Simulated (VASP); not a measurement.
# BeS (F-43m) in VASP: further runs

The runs below take BeS through single point, relaxation of cell and atoms, with LDA.

Program: VASP 6.6.1. These are calculated values, not measurements. Logs are shortened: lines on timing, memory, paths and dates and some standing lists are left out, and cuts for length are marked.

## (1) The structure

Symmetry: F-43m, No. 216, cubic system. Conventional cell: a = 4.796 Å, b = 4.796 Å, c = 4.796 Å, α = 90.00°, β = 90.00°, γ = 90.00°. Be (site symmetry -43m) is surrounded by 4 S at 2.08 Å. S (site symmetry -43m) is surrounded by 4 Be at 2.08 Å.

## (2) Single point, LDA

Contents of INCAR:

```
SYSTEM = BeS
PREC = Accurate
ENCUT = 520
EDIFF = 1E-6
ISMEAR = 0
SIGMA = 0.02
LREAL = .FALSE.
LASPH = .TRUE.
NELM = 80
ALGO = Normal
ISIF = 2
LWAVE = .FALSE.
LCHARG = .FALSE.
NBANDS = 11
```

Contents of KPOINTS:

```
Automatic mesh
0
G
  8 8 8
  0 0 0
```

Contents of POSCAR:

```
BeS
1.0
    0.0000000000      2.3982014402      2.3982014402
    2.3982014402      0.0000000000      2.3982014402
    2.3982014402      2.3982014402      0.0000000000
Be S
1 1
Direct
    0.0000000000      0.0000000000      0.0000000000
    0.2500000000      0.2500000000      0.2500000000
```

Potentials or basis: VASP PAW LDA potentials, release 64 (Be, S).

Launch:

```bash
$ cat potpaw_LDA.64/Be/POTCAR potpaw_LDA.64/S/POTCAR > POTCAR
$ mpirun -np 1 vasp_std > vasp.out
```

OUTCAR:

```text
SYSTEM = BeS
   PREC = Accurate
   ENCUT = 520
   EDIFF = 1E-6
   ISMEAR = 0
   LREAL = .FALSE.
   LASPH = .TRUE.
   NELM = 80
   ISIF = 2

 ion  position               nearest neighbor table
   1  0.000  0.000  0.000-   2 2.08   2 2.08   2 2.08   2 2.08
   2  0.250  0.250  0.250-   1 2.08   1 2.08   1 2.08   1 2.08

  LATTYP: Found a face centered cubic cell.
 ALAT       =     4.7964028804

  Lattice vectors:

 A1 = (   0.0000000000,   2.3982014402,   2.3982014402)
 A2 = (   2.3982014402,   0.0000000000,   2.3982014402)
 A3 = (   2.3982014402,   2.3982014402,   0.0000000000)

Analysis of symmetry for initial positions (statically):
=====================================================================
 Subroutine PRICEL returns:
 Original cell was already a primitive cell.

 Routine SETGRP: Setting up the symmetry group for a
 face centered cubic supercell.

 Subroutine GETGRP returns: Found 24 space group operations
 (whereof 24 operations were pure point group operations)
 out of a pool of 48 trial point group operations.

The static configuration has the point symmetry T_d .

Analysis of symmetry for dynamics (positions and initial velocities):
=====================================================================
 Subroutine PRICEL returns:
 Original cell was already a primitive cell.

 Routine SETGRP: Setting up the symmetry group for a
 face centered cubic supercell.

 Subroutine GETGRP returns: Found 24 space group operations
 (whereof 24 operations were pure point group operations)
 out of a pool of 48 trial point group operations.

The dynamic configuration has the point symmetry T_d .

 Subroutine INISYM returns: Found 24 space group operations
 (whereof 24 operations are pure point group operations),
 and found     1 'primitive' translations

----------------------------------------------------------------------------------------

                                     Primitive cell

  volume of cell :      27.5859

  direct lattice vectors                    reciprocal lattice vectors
     0.000000000  2.398201440  2.398201440    -0.208489575  0.208489575  0.208489575
     2.398201440  0.000000000  2.398201440     0.208489575 -0.208489575  0.208489575
     2.398201440  2.398201440  0.000000000     0.208489575  0.208489575 -0.208489575

  length of vectors
     3.391569002  3.391569002  3.391569002     0.361114537  0.361114537  0.361114537

  position of ions in fractional coordinates (direct lattice)
     0.000000000  0.000000000  0.000000000
     0.250000000  0.250000000  0.250000000

  ion indices of the primitive-cell ions
   primitive index   ion index
                 1           1
                 2           2

----------------------------------------------------------------------------------------

 KPOINTS: Automatic mesh

Automatic generation of k-mesh.
 Grid dimensions read from file:
 generate k-points for:    8    8    8

 Generating k-lattice:

  Cartesian coordinates                     Fractional coordinates (reciprocal lattice)
    -0.026061197  0.026061197  0.026061197     0.125000000  0.000000000  0.000000000
     0.026061197 -0.026061197  0.026061197     0.000000000  0.125000000  0.000000000
     0.026061197  0.026061197 -0.026061197     0.000000000  0.000000000  0.125000000

  Length of vectors
     0.045139317  0.045139317  0.045139317

  Shift w.r.t. Gamma in fractional coordinates (k-lattice)
     0.000000000  0.000000000  0.000000000

 Subroutine IBZKPT returns following result:
 ===========================================

 Found     29 irreducible k-points:

 Following reciprocal coordinates:
            Coordinates               Weight
  0.000000  0.000000  0.000000      1.000000
  0.125000  0.000000  0.000000      8.000000
  0.250000  0.000000  0.000000      8.000000
  0.375000  0.000000  0.000000      8.000000
  0.500000  0.000000  0.000000      4.000000
  0.125000  0.125000  0.000000      6.000000
[... 16 lines left out ...]
  0.500000  0.250000  0.125000     48.000000
 -0.375000  0.250000  0.125000     24.000000
 [... further k-points ...]
   k-points           NKPTS =     29   k-points in BZ     NKDIM =     29   number of bands    NBANDS=     11
   number of dos      NEDOS =    301   number of ions     NIONS =      2
   total plane-waves  NPLWV =  21952
   dimension x,y,z NGX =    28 NGY =   28 NGZ =   28
   dimension x,y,z NGXF=    56 NGYF=   56 NGZF=   56
   ions per type =               1   1
   NGX,Y,Z   is equivalent  to a cutoff of  13.72, 13.72, 13.72 a.u.
   NGXF,Y,Z  is equivalent  to a cutoff of  27.45, 27.45, 27.45 a.u.
 SYSTEM =  BeS
   PREC   = accura    normal or accurate (medium, high low for compatibility)
   ISTART =      0    job   : 0-new  1-cont  2-samecut
   ICHARG =      2    charge: 1-file 2-atom 10-const
   ISPIN  =      1    spin polarized calculation?
   LNONCOLLINEAR =      F non collinear calculations
   LSORBIT =      F    spin-orbit coupling
   LASPH  =      T    aspherical Exc in radial PAW
   ENCUT  =  520.0 eV  38.22 Ry    6.18 a.u.   6.31  6.31  6.31*2*pi/ulx,y,z
   NELM   =     80;   NELMIN=  2; NELMDL= -5     # of ELM steps
   EDIFF  = 0.1E-05   stopping-criterion for ELM
   LREAL  =      F    real-space projection
   EDIFFG = 0.1E-04   stopping-criterion for IOM
   NSW    =      0    number of steps for IOM
   IBRION =     -1    ionic relax: 0-MD 1-quasi-New 2-CG
   NFREE  =      0    steps in history (QN), initial steepest desc. (CG)
   ISIF   =      2    stress and relaxation
   ISYM   =      2    0-nonsym 1-usesym 2-fastsym
   POTIM  = 0.5000    time-step for ionic-motion
   TEBEG  =    0.0;   TEEND  =   0.0 temperature during run
   PSTRESS=    0.0 pullay stress
   NELECT =       8.0000    total number of electrons
   NUPDOWN=      -1.0000    fix difference up-down
   EMIN   =  10.00;   EMAX   =-10.00  energy-range for DOS
   EFERMI =   0.00;   METHOD = LEGACY
   ISMEAR =     0;   SIGMA  =   0.02  broadening in eV -4-tet -1-fermi 0-gaus
   EFERMI_NEDOS =   21; number of points for ismear=-14 and -15
   IALGO  =     38    algorithm
   IMIX   =      4    mixing-type and parameters
     AMIX     =   0.40;   BMIX     =  1.00
     AMIX_MAG =   1.60;   BMIX_MAG =  1.00
  volume/ion in A,a.u.               =      13.79        93.08
  Fermi-wavevector in a.u.,A,eV,Ry     =   1.083617  2.047739 15.976314  1.174226
  Thomas-Fermi vector in A             =   2.219687
   LORBIT       =      0    0 simple, 1 ext, 2 COOP (PROOUT), +10 PAW based schemes
   GGA     = CA    functional components
   LHFCALC =     F    Hartree Fock is set to
   AEXX    =    0.0000 exact exchange contribution
   IVDW    =     0    specifies the selected vdW correction
   LEPSILON=     F    determine dielectric tensor
   LRPA    =     F    only Hartree local field effects (RPA)
 non-spin polarized calculation
 Gauss-broadening in eV      SIGMA  =   0.02
  energy-cutoff  :      520.00
  volume of cell :       27.59
 maximum number of plane-waves:       754
 NGX is ok and might be reduce to    28
   NGX = 13   NGY = 13   NGZ = 13

 number of electron       8.0000001 magnetization

 Free energy of the ion-electron system (eV)
  ---------------------------------------------------
  ext. energy  EPLUGINS =         0.00000000
  ---------------------------------------------------
  free energy    TOTEN  =       -11.14231373 eV

  energy without entropy =      -11.14231373  energy(sigma->0) =      -11.14231373

 E-fermi :   4.5062     XC(G=0): -10.1224

 val. band max:        4.3805736564   @ k =   0.0000   0.0000   0.0000
 cond. band min:       7.2117609852   @ k =   0.5000   0.5000   0.0000
 fundamental gap:      2.8311873288
 Fermi energy:         4.5061944809

 k-point     1 :       0.0000    0.0000    0.0000
  band No.  band energies     occupation
      1      -9.5031      2.00000
      2       4.3806      2.00000
      3       4.3806      2.00000
      4       4.3806      2.00000
      5       9.9087      0.00000
      6       9.9087      0.00000
      7       9.9087      0.00000
      8      10.3409      0.00000
      9      17.2607      0.00000
     10      17.2607      0.00000
     11      19.2476      0.00000

 k-point     2 :       0.1250    0.0000    0.0000
  band No.  band energies     occupation
      1      -9.3166      2.00000
      2       3.1215      2.00000
      3       4.1663      2.00000
      4       4.1663      2.00000
      5       9.8979      0.00000
      6      10.2834      0.00000
      7      10.2834      0.00000
      8      11.6279      0.00000
      9      16.5067      0.00000
     10      16.5067      0.00000
     11      18.9650      0.00000

 k-point     3 :       0.2500    0.0000    0.0000
  band No.  band energies     occupation
      1      -8.7995      2.00000
      2       0.9282      2.00000
      3       3.7447      2.00000
      4       3.7447      2.00000
      5       9.8929      0.00000
      6      10.8442      0.00000
      7      10.8442      0.00000
      8      13.7278      0.00000
      9      16.2458      0.00000
     10      16.2458      0.00000
     11      18.5162      0.00000

 k-point     4 :       0.3750    0.0000    0.0000
  band No.  band energies     occupation
      1      -8.1329      2.00000
      2      -0.9159      2.00000
      3       3.4090      2.00000
      4       3.4090      2.00000
      5       9.8753      0.00000
      6      10.8950      0.00000
      7      10.8950      0.00000
      8      15.1016      0.00000
      9      17.6541      0.00000
     10      17.6541      0.00000
     11      18.8200      0.00000
[... 239 lines left out ...]
 k-point    22 :       0.3750    0.2500    0.1250
  band No.  band energies     occupation
      1      -8.3751      2.00000
      2       0.7030      2.00000
      3       2.1075      2.00000
      4       3.1930      2.00000
      5       9.7622      0.00000
      6      11.5895      0.00000
      7      11.8750      0.00000
      8      12.9222      0.00000
      9      16.0541      0.00000
     10      18.8763      0.00000
     11      20.3640      0.00000

 k-point    23 :       0.5000    0.2500    0.1250
  band No.  band energies     occupation
      1      -7.7853      2.00000
      2      -0.5296      2.00000
      3       1.5633      2.00000
      4       2.6885      2.00000
      5      10.2361      0.00000
      6      11.1149      0.00000
      7      12.8880      0.00000
      8      13.6412      0.00000
      9      17.0651      0.00000
     10      18.8131      0.00000
     11      21.0056      0.00000

 k-point    24 :      -0.3750    0.2500    0.1250
  band No.  band energies     occupation
      1      -7.4836      2.00000
      2      -1.1252      2.00000
      3       1.4744      2.00000
      4       2.4248      2.00000
      5      10.2959      0.00000
      6      10.9341      0.00000
      7      13.5687      0.00000
      8      14.9082      0.00000
      9      15.7861      0.00000
     10      19.8124      0.00000
     11      20.4308      0.00000

 [... further k-points ...]
[... 5 lines left out ...]
  --------------------------------------------------------------------------------------
  -------------------------------------------------------------------------------------
  Total        0.0052230      0.0052230      0.0052230      0.0000000      0.0000000     -0.0000000
  in kB        0.3033484      0.3033484      0.3033484      0.0000000      0.0000000     -0.0000000
  external PRESSURE =       0.3033484 kB  Pullay stress =       0.0000000 kB

 VOLUME and BASIS-vectors are now :
 -----------------------------------------------------------------------------
  energy-cutoff  :      520.00
  volume of cell :       27.59
      direct lattice vectors                 reciprocal lattice vectors
     0.000000000  2.398201440  2.398201440    -0.208489575  0.208489575  0.208489575
     2.398201440  0.000000000  2.398201440     0.208489575 -0.208489575  0.208489575
     2.398201440  2.398201440  0.000000000     0.208489575  0.208489575 -0.208489575

 POSITION                                       TOTAL-FORCE (eV/Angst)
 -----------------------------------------------------------------------------------
      0.00000      0.00000      0.00000        -0.000000     -0.000000     -0.000000
      1.19910      1.19910      1.19910         0.000000      0.000000      0.000000
 -----------------------------------------------------------------------------------
    total drift:                                0.000000      0.000000      0.000000

  FREE ENERGIE OF THE ION-ELECTRON SYSTEM (eV)
  ---------------------------------------------------
  free  energy   TOTEN  =       -11.1423137276 eV

  energy  without entropy=      -11.1423137276  energy(sigma->0) =      -11.14231373
```

It took 7.7 s on 1 thread of Intel Xeon Platinum 8488C (Sapphire Rapids), shared host; peak memory 0.13 GiB.

Results:

- Free energy: -11.1423 eV
- Pressure: 0.0 GPa
- Band gap on the k mesh: 2.83 eV, indirect (least direct gap 5.53 eV)

A k mesh can miss the band edges. LDA gaps usually lie below the measured ones, often by a third to a half.

## (3) Relaxation of cell and atoms, LDA

This run uses another cell than the first one, of 14.26 Å³/atom, 1.034 times its volume.

Contents of INCAR:

```
  PREC = Accurate
  ENCUT = 600
  EDIFF = 1E-6
  ISMEAR = 0
  SIGMA = 0.02
  LREAL = F
  LASPH = T
  NELM = 60
  ALGO = Normal
  ISIF = 3
  LWAVE = F
  LCHARG = F
  GGA = CA
  IBRION = 2
  NSW = 100
  EDIFFG = -0.005
```

Contents of KPOINTS:

```
Automatic mesh
0
Gamma
  8 8 8
```

Contents of POSCAR:

```
BeS
1.0
    0.0000000000      2.4250000000      2.4250000000
    2.4250000000      0.0000000000      2.4250000000
    2.4250000000      2.4250000000      0.0000000000
Be S
1 1
Direct
    0.0000000000      0.0000000000      0.0000000000
    0.2500000000      0.2500000000      0.2500000000
```

Potentials or basis: VASP PAW LDA potentials, release 64 (Be, S).

Launch:

```bash
$ cat potpaw_LDA.64/Be/POTCAR potpaw_LDA.64/S/POTCAR > POTCAR
$ mpirun -np 1 vasp_std > vasp.out
```

Wall time 17 s (1 thread of Intel Xeon Platinum 8488C (Sapphire Rapids), shared host); peak memory 0.13 GiB.

Results (log left out):

| Property | Result |
| --- | --- |
| Free energy | -11.1427 eV |
| Relaxed volume | 13.80 Å³/atom |
| Relaxed cell | a = 3.392 Å, b = 3.392 Å, c = 3.392 Å, α = 60.00°, β = 60.00°, γ = 60.00° |
| Space group after relaxing (to 0.05 Å) | F-43m (No. 216) |
| Energy gained by relaxing | 4.6 meV/atom |
| Ionic steps | 3 |
| Pressure after relaxing | 0.0 GPa |
| Band gap on the k mesh | 2.83 eV, indirect (least direct gap 5.53 eV) |

The path:
| step | energy change (eV) | largest force (eV/Å) | pressure (GPa) | volume (Å³) |
| --- | --- | --- | --- | --- |
| 1 | 0.0000 | 0.0000 | -3.14 | 28.52 |
| 2 | -0.0087 | 0.0000 | 0.84 | 27.38 |
| 3 | -0.0092 | 0.0000 | 0.00 | 27.60 |

Final structure:
```xyz
2
Lattice="0.0000 2.3987 2.3987 2.3987 0.0000 2.3987 2.3987 2.3987 0.0000" Properties=species:S:1:pos:R:3 pbc="T T T"
Be    0.0000    0.0000    0.0000
S     1.1993    1.1993    1.1993
```

Levels at points of the mesh, in eV from the valence-band top:
```csv
k point,band 1,band 2,band 3,band 4,band 5,band 6,band 7,band 8
"(0.00, 0.00, 0.00)",-13.88,0.00,0.00,0.00,5.53,5.53,5.53,5.96
"(0.50, 0.00, 0.00)",-12.16,-6.06,-1.09,-1.09,5.48,6.43,6.43,11.07
"(0.50, 0.50, 0.00)",-11.58,-5.21,-2.79,-2.79,2.83,4.77,12.88,12.88
```

A k mesh can miss the band edges. Zero-point motion and thermal expansion aren't in these numbers.

## (4) Single point, LDA (cell and atoms relaxed tightly for response)

Contents of INCAR:

```
ALGO = Normal ; EDIFF = 1E-6
ENCUT = 520 ; ISIF = 2
ISMEAR = 0 ; LASPH = True
LCHARG = False ; LREAL = False
LWAVE = False ; NBANDS = 11
NELM = 60 ; PREC = Accurate
SIGMA = 0.01
```

Contents of KPOINTS:

```
k-points
0
Gamma
  8 8 8
```

Contents of POSCAR:

```
BeS
1.0
    0.0000000000      2.3982014402      2.3982014402
    2.3982014402      0.0000000000      2.3982014402
    2.3982014402      2.3982014402      0.0000000000
Be S
1 1
Direct
    0.0000000000      0.0000000000      0.0000000000
    0.2500000000      0.2500000000      0.2500000000
```

Potentials or basis: VASP PAW LDA potentials, release 64 (Be, S).

Launch:

```bash
$ cat potpaw_LDA.64/Be/POTCAR potpaw_LDA.64/S/POTCAR > POTCAR
$ mpirun -np 1 vasp_std > vasp.out
```

OUTCAR:

```text
EDIFF = 1E-6
   ENCUT = 520
   ISIF = 2
   ISMEAR = 0
   LASPH = True
   LREAL = False
   NELM = 60
   PREC = Accurate

 ion  position               nearest neighbor table
   1  0.000  0.000  0.000-   2 2.08   2 2.08   2 2.08   2 2.08
   2  0.250  0.250  0.250-   1 2.08   1 2.08   1 2.08   1 2.08

  LATTYP: Found a face centered cubic cell.
 ALAT       =     4.7964028804

  Lattice vectors:

 A1 = (   0.0000000000,   2.3982014402,   2.3982014402)
 A2 = (   2.3982014402,   0.0000000000,   2.3982014402)
 A3 = (   2.3982014402,   2.3982014402,   0.0000000000)

[... 512 lines left out ...]
      6      10.9341      0.00000
      7      13.5687      0.00000
      8      14.9082      0.00000
      9      15.7861      0.00000
     10      19.8124      0.00000
     11      20.4308      0.00000

 [... further k-points ...]
[... 5 lines left out ...]
  --------------------------------------------------------------------------------------
  -------------------------------------------------------------------------------------
  Total        0.0052230      0.0052230      0.0052230     -0.0000000     -0.0000000      0.0000000
  in kB        0.3033484      0.3033484      0.3033484     -0.0000000     -0.0000000      0.0000000
  external PRESSURE =       0.3033484 kB  Pullay stress =       0.0000000 kB

 VOLUME and BASIS-vectors are now :
 -----------------------------------------------------------------------------
  energy-cutoff  :      520.00
  volume of cell :       27.59
      direct lattice vectors                 reciprocal lattice vectors
     0.000000000  2.398201440  2.398201440    -0.208489575  0.208489575  0.208489575
     2.398201440  0.000000000  2.398201440     0.208489575 -0.208489575  0.208489575
     2.398201440  2.398201440  0.000000000     0.208489575  0.208489575 -0.208489575

 POSITION                                       TOTAL-FORCE (eV/Angst)
 -----------------------------------------------------------------------------------
      0.00000      0.00000      0.00000        -0.000000     -0.000000     -0.000000
      1.19910      1.19910      1.19910         0.000000      0.000000      0.000000
 -----------------------------------------------------------------------------------
    total drift:                                0.000000      0.000000      0.000000

  FREE ENERGIE OF THE ION-ELECTRON SYSTEM (eV)
  ---------------------------------------------------
  free  energy   TOTEN  =       -11.1423137276 eV

  energy  without entropy=      -11.1423137276  energy(sigma->0) =      -11.14231373
```

OSZICAR:

```text
N       E                     dE             d eps       ncg     rms          rms(c)
DAV:   1     0.162750089204E+02    0.16275E+02   -0.37100E+03   638   0.625E+02
DAV:   2    -0.104852939811E+02   -0.26760E+02   -0.25025E+02   831   0.105E+02
DAV:   3    -0.114004462647E+02   -0.91515E+00   -0.91392E+00   809   0.202E+01
DAV:   4    -0.114053592957E+02   -0.49130E-02   -0.49126E-02   796   0.169E+00
DAV:   5    -0.114053927378E+02   -0.33442E-04   -0.33442E-04   788   0.134E-01    0.599E+00
DAV:   6    -0.112160547826E+02    0.18934E+00   -0.13110E-01   721   0.167E+00    0.394E+00
DAV:   7    -0.111425993242E+02    0.73455E-01   -0.15740E-01   756   0.188E+00    0.803E-01
DAV:   8    -0.111423546076E+02    0.24472E-03   -0.67511E-03   758   0.464E-01    0.176E-01
DAV:   9    -0.111423139573E+02    0.40650E-04   -0.26510E-04   781   0.104E-01    0.673E-02
DAV:  10    -0.111423125653E+02    0.13920E-05   -0.25316E-05   763   0.236E-02    0.174E-02
DAV:  11    -0.111423137342E+02   -0.11689E-05   -0.33460E-06   734   0.106E-02    0.751E-03
DAV:  12    -0.111423137276E+02    0.65863E-08   -0.76259E-08   352   0.194E-03
   1 F= -.11142314E+02 E0= -.11142314E+02  d E =-.965831E-73
```

It took 15 s on 1 thread of Intel Xeon Platinum 8488C (Sapphire Rapids), shared host; peak memory 0.13 GiB.

Results:

```
Free energy            : -11.1423 eV
Pressure               : 0.0 GPa
Band gap on the k mesh : 2.83 eV, indirect (least direct gap 5.53 eV)
```

## (5) Overview

```csv
task,cell,cutoff (eV),smearing,gap on the mesh (eV),pressure (GPa)
single point,"F-43m, 13.79 Å³/atom",520,gaussian 0.02 eV,2.83,0.0
relaxation of cell and atoms,relaxed,600,gaussian 0.02 eV,2.83,0.0
single point,cell and atoms relaxed tightly for response,520,gaussian 0.01 eV,2.83,0.0
```

Alike in all rows: level LDA; potentials or basis VASP PAW LDA potentials, release 64 (Be, S); no spin polarisation; k mesh 8 × 8 × 8.

Total energies depend on the potentials used, so only differences within one code and one set of settings carry meaning.
